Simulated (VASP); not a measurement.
# SiC (Moissanite 3C): optical spectrum

Wanted: where SiC (Moissanite 3C) absorbs light, and how strongly it screens. The cell is of the zinc-blende type, one of the forms listed for this formula. The start is a cell from a database of measured crystal structures.

Program: VASP 6.6.1. Level of theory: PBE; plane waves and PAW (Si, C). Results are calculated unless marked as measured.

Experimental background.

“Infrared properties of SiC particles” (1999, arxiv:astro-ph/9903031) quotes from earlier work for SiC, 3C (beta, cubic zinc blende) (literature average; scatter up to 0.2): ε∞ (high-frequency dielectric constant) 6.49 [average of published experimental values; polytype label garbled in the row, 3C inferred …].

Most raw output is cut from this account.

### 1. The structure

The structure is cubic, space group F-43m (No. 216). The conventional cell has a = 4.358 Å, b = 4.358 Å, c = 4.358 Å, α = 90.00°, β = 90.00°, γ = 90.00°. Nearest to Si lie 4 C at 1.89 Å. Nearest to C lie 4 Si at 1.89 Å. Farther neighbours are not listed.

As a file:

```cif
data_structure
_symmetry_space_group_name_H-M 'P 1'
_symmetry_Int_Tables_number 1
_cell_length_a 3.0816
_cell_length_b 3.0816
_cell_length_c 3.0816
_cell_angle_alpha 60.000
_cell_angle_beta 60.000
_cell_angle_gamma 60.000
_cell_volume 20.69
loop_
_atom_site_label
_atom_site_type_symbol
_atom_site_fract_x
_atom_site_fract_y
_atom_site_fract_z
_atom_site_occupancy
Si1 Si 0.00000 0.00000 0.00000 1
C2 C 0.75000 0.75000 0.75000 1
```

### 2. Ground state

The ground state comes first.

INCAR reads:

```
SYSTEM = SiC
PREC = Accurate
ENCUT = 520
EDIFF = 1E-07
NELM = 100
ISMEAR = 0
SIGMA = 0.05
LREAL = .FALSE.
ALGO = Normal
GGA = PE
NBANDS = 10
LORBIT = 11
LWAVE = .FALSE.
LCHARG = .FALSE.
KPAR = 4
```

POSCAR reads:

```
SiC
1.0
    0.0000000000      2.1790000000      2.1790000000
    2.1790000000      0.0000000000      2.1790000000
    2.1790000000      2.1790000000      0.0000000000
Si C
1 1
Direct
    0.0000000000      0.0000000000      0.0000000000
    0.7500000000      0.7500000000      0.7500000000
```

KPOINTS reads:

```
Automatic mesh
0
Gamma
9 9 9
0 0 0
```

Potentials, in the order of the species: Si and C (PBE family, release 64).

Command:

```sh
$ mpirun -np 4 vasp_std
```

Elapsed: 2.8 s, on 4 MPI ranks of Intel Xeon Platinum 8259CL at 2.50GHz (Skylake/Cascade Lake), shared host; peak memory 0.49 GiB; 7.7 s of CPU time.

The gap is read on the k-mesh alone, so it is an upper bound where the band edges lie off the mesh.

This step gave:

```yaml
free_energy_toten: -15.06 eV
fermi_energy: 8.320 eV
pressure: 3.213 GPa
gap_on_the_k_mesh: 1.502 eV
least_direct_gap_on_the_k_mesh: 4.621 eV
```

The cell has a gap of 1.50 eV on this mesh and a pressure of +3.2 GPa, which holds the misfit of the given cell and coordinates with this functional, and any error of cutoff, mesh and data sets.

### 3. Spectrum

LOPTICS sums the direct transitions; the mesh is finer and NBANDS larger than for the ground state.

INCAR: that of step 2 with these lines changed.

```diff
@@ -10,4 +10,3 @@
 GGA = PE
-NBANDS = 10
-LORBIT = 11
+NBANDS = 16
 LWAVE = .FALSE.
@@ -15 +14,4 @@
 KPAR = 4
+LOPTICS = .TRUE.
+NEDOS = 2000
+CSHIFT = 0.2
```

POSCAR is that of step 2.

KPOINTS reads:

```
Automatic mesh
0
Gamma
14 14 14
0 0 0
```

Command:

```sh
$ mpirun -np 4 vasp_std
```

Wall time 6.6 s (4 MPI ranks); peak memory 0.66 GiB.

These are independent-particle spectra without excitons or local fields, and fine structure depends on the mesh and on CSHIFT.

This step gave:

```
pressure                       : 3.211 GPa
gap on the k-mesh              : 1.357 eV
least direct gap on the k-mesh : 4.542 eV
```

The imaginary dielectric function, xx has structure finer than the step of the table below, so its rows give means over 1 eV, whole bins alone (the curve runs from 0 to 25.0 eV). Peaks (eV: height): 6.8: 21.5, 8.3: 15.1.

Absorption under the direct gap is the tail of the CSHIFT broadening, and fine structure depends on the mesh. Table of imaginary dielectric function, xx by photon energy; means over each step:

```
photon energy (eV)  imaginary dielectric function, xx
                 1                             0.0498
                 2                              0.116
                 3                              0.238
                 4                              0.677
                 5                               3.67
                 6                               10.7
                 7                               16.8
                 8                               12.6
                 9                               9.37
                10                               6.23
                11                               3.73
                12                               2.72
                13                               2.09
                14                               1.46
                15                               1.23
                16                              0.858
                17                              0.622
                18                              0.477
                19                              0.385
                20                              0.285
                21                              0.229
                22                              0.243
                23                              0.218
                24                              0.224
```

The real dielectric function, xx by photon energy:

```
photon energy (eV)  real dielectric function, xx
               0.0                          7.17
               0.5                          7.20
               1.0                          7.29
               1.5                          7.45
               2.0                          7.69
               2.5                          8.03
               3.0                          8.51
               3.5                          9.20
               4.0                          10.3
               4.5                          12.0
               5.0                          13.4
               5.5                          14.6
               6.0                          14.7
               6.5                          12.8
               7.0                         0.629
               7.5                         0.676
               8.0                          2.56
               8.5                         -4.27
               9.0                         -3.24
               9.5                         -4.45
              10.0                         -3.50
              10.5                         -4.19
              11.0                         -4.34
              11.5                         -3.15
              12.0                         -2.14
              12.5                         -2.73
              13.0                         -2.52
              13.5                         -2.19
              14.0                         -1.88
              14.5                         -1.63
              15.0                         -1.57
              15.5                         -1.42
              16.0                         -1.40
              16.5                         -1.11
              17.0                        -0.989
              17.5                        -0.875
              18.0                        -0.716
              18.5                        -0.618
              19.0                        -0.532
              19.5                        -0.448
              20.0                        -0.315
              20.5                        -0.262
              21.0                        -0.156
              21.5                       -0.0791
              22.0                       0.00301
              22.5                       0.00536
              23.0                        0.0599
              23.5                         0.120
              24.0                         0.151
              24.5                         0.143
```

### 4. Static response with local fields

Perturbation theory (LEPSILON) gives the dielectric tensor with local fields, and the Born charges.

INCAR reads:

```
SYSTEM = SiC
PREC = Accurate
ENCUT = 520
EDIFF = 1E-08
NELM = 100
ISMEAR = 0
SIGMA = 0.01
LREAL = .FALSE.
ALGO = Normal
GGA = PE
NBANDS = 10
LWAVE = .FALSE.
LCHARG = .FALSE.
KPAR = 4
LEPSILON = .TRUE.
```

POSCAR is that of step 3.

KPOINTS is that of step 3.

Command:

```sh
$ mpirun -np 4 vasp_std
```

Run time: 61 s. Hardware: 4 MPI ranks; peak memory 1.3 GiB; 4 min of CPU time.

Energies printed during the response cycles are not total energies of the cell.

Numbers from this step:

```
Fermi energy : 8.152 eV
pressure     : 3.210 GPa
```

Electronic dielectric tensor with local fields:

```
6.96 0.00 0.00
0.00 6.96 0.00
0.00 0.00 6.96
```

Born effective charge (e), principal values of the symmetric part by kind of site:

```
atom  atoms with these values    low  middle   high   mean
 Si1                        1   2.70    2.70   2.70   2.70
  C2                        1  -2.70   -2.70  -2.70  -2.70
```

In full for Si1:

```
2.70 0.00 0.00
0.00 2.70 0.00
0.00 0.00 2.70
```

Piezoelectric tensor with clamped ions (C/m²), by row:

```
field  xx  yy  zz      xy      yz      zx
    x   0   0   0       0  0.9958       0
    y   0   0   0       0       0  0.9958
    z   0   0   0  0.9958       0       0
```

The mean electronic (clamped-ion) dielectric constant is 6.96.

### 5. Summary of results

```
PBE, independent particles : eps xx at zero frequency 7.17, centre of weight of eps2 xx, over the range kept, at 8.76 eV, mesh 14×14×14
PBE, with local fields     : eps 6.96, 6.96, 6.96
```

In words: Local fields, and the bands above those summed, take the mean static value from 7.17 to 6.96. Excitons and quasiparticle shifts are absent, so the onset tends to lie too low and its shape can differ. The given cell is kept, although it stands at +3.2 GPa at PBE and ENCUT = 520 eV, which holds the mismatch of the given cell with this functional and any basis-set error.

Comparison with the measured values:

```
               quantity  measured            PBE
ε∞ (mean of the tensor)      6.49  6.96 (+7.2 %)
```

Measured values from arxiv:astro-ph/9903031 (1999).

**Verdict.** The ε∞ is off by +7.2 %: fair agreement. The grades are ours: good and fair within 7 and 18 % for the ε∞. No cell relaxation is part of this session.

[Lines on the potential files, build, host, timing and source positions are cut from VASP's logs without a mark.]

[Logs are printed without paths, hosts, clocks, repeated set-up lines and the standing remarks that a program may print on its own settings, such as how far it seeks lower states.]

[Hosts, paths, dates, database ids (printed as entryN), source tags and the programs' standing remarks are cut or masked in the printed files.]
